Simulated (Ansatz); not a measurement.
A run of Ansatz 0.2.0 is set up as follows.

input.yaml

```yaml
crystal:
  lattice:
    - [0.0, 2.74607, 2.74607]
    - [2.74607, 0.0, 2.74607]
    - [2.74607, 2.74607, 0.0]
  atoms:
    - { symbol: In, position: [0.0, 0.0, 0.0] }
    - { symbol: Pd, position: [0.5, 0.5, 0.5] }
hamiltonian:
  xc: pbesol
  pseudopotentials: { kind: paw }
kpoints:
  mp_grid: { grid: [8, 8, 8] }
scf:
  occupations: { method: fermi_dirac, width: 0.05 }
output:
  forces: true
  stress: true
  eigenvalues: true
relax:
  f_tol: 0.01
  max_steps: 40
  cell: { stress_tol: 0.05 }
```

Potentials or basis: Ansatz PAW.

Launch:

```sh
$ ansatz run input.yaml --threads 2 --pin off --max-ram 5632MiB --backend cpu --events-out ev --progress --plain --runs-dir out
```

Question: What does it give for the band gap on the k mesh?

Answer: None (metal or under the smearing width).

Question: What does it give for the relaxed cell?

Answer: a = 3.812 Å, b = 3.812 Å, c = 3.812 Å, α = 60.00°, β = 60.00°, γ = 60.00°.

Step by step:
```tsv
step	energy change (eV)	largest force (eV/Å)	volume (Å³)
1	0.0000	0.0000	41.42
2	-0.0077	0.0000	37.33
3	-0.0371	0.0000	39.39
4	-0.0376	0.0000	39.19
5	-0.0376	0.0000	39.17
6	-0.0367	0.0000	39.17
```

Caveat: the plane-wave basis is chosen anew once the cell has moved, so the energies of steps on either side of that aren't comparable; the PAW data sets come from PBE, with cores solved anew for the run's functional, which leaves a small shift of forces and pressure.
